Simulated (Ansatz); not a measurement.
Crystal: Ge.

```
CELL_PARAMETERS angstrom
0.00000 2.82891 2.82891
2.82891 0.00000 2.82891
2.82891 2.82891 0.00000
ATOMIC_POSITIONS crystal
Ge 0.75000 0.75000 0.75000
Ge 0.50000 0.50000 0.50000
```

* Program: Ansatz 0.2.0
* Task: single point
* Functional: PBEsol
* Potentials or basis: all-electron LAPW, scalar-relativistic
* Cutoff: 317 eV (chosen from the basis error)
* Basis error allowed: 0.001 eV/atom
* k mesh: 8 × 8 × 8
* Occupations: fermi-dirac, width 0.05 eV
* Spin: no spin polarisation

On this cell: pressure 0.6 GPa; largest force zero by symmetry; band gap on the k mesh none (metal or under the smearing width).

The same run follows on a disturbed copy (atoms moved at random, drawn with an rms of 0.05 Å):

```
Ge
1.0
     0.00000    2.82891    2.82891
     2.82891    0.00000    2.82891
     2.82891    2.82891    0.00000
Ge
2
Direct
  0.76097 0.73326 0.75334
  0.49345 0.48940 0.51015
```

Question: What does the disturbed cell give?

Answer: The energy (extrapolated to zero smearing) moves by +9.5 meV/atom; pressure 0.8 GPa; largest force 0.686 eV/Å; band gap on the k mesh none (metal or under the smearing width).

Forces on the atoms (eV/Å):
```
Ge   0.431 -0.368 -0.387
Ge  -0.431  0.368  0.387
```

Stress tensor (GPa, compression positive):
```
 0.77 -1.08 -1.02
-1.08  0.79  1.21
-1.02  1.21  0.79
```

Caveats: this crystal is a semiconductor, whose small gap the functional closes, so the metal is an error of the method (some runs).
